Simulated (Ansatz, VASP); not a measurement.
# N2 in VASP and in Ansatz

```
N
1.0
     9.00000    0.00000    0.00000
     0.00000    9.50000    0.00000
     0.00000    0.00000   10.00000
N
2
Direct
  0.50000 0.50000 0.44500
  0.50000 0.50000 0.55500
```

Alike in both runs: functional PBEsol; k mesh 1 × 1 × 1; no spin polarisation.

Ansatz relaxed the structure, and its values are those at the end. VASP's run is a single point on that final structure, the one shown.

|  | VASP | Ansatz |
| --- | --- | --- |
| version | VASP 6.6.1 | Ansatz 0.2.0 |
| potentials or method | VASP PAW PBE potentials, release 64 (N) | plane waves, PAW |
| plane-wave cutoff (eV) | 520 | 450 |
| occupations | methfessel-paxton of order 1, width 0.05 eV | cold, width 0.05 eV |
| valence electrons in the cell | 10 | 10 |

|  | VASP | Ansatz | Ansatz less VASP |
| --- | --- | --- | --- |
| rms of the force components (eV/Å) | 1.073 | 0.005 | -1.0687 |

Ansatz warned: «stress_scf_threshold_loose».

Caveats: the standard files for N, O and F lose accuracy on very short bonds; the PAW data sets were made with another functional, which shifts forces and pressure a little (VASP). PBEsol gaps usually lie below the measured ones, often by a third to a half.
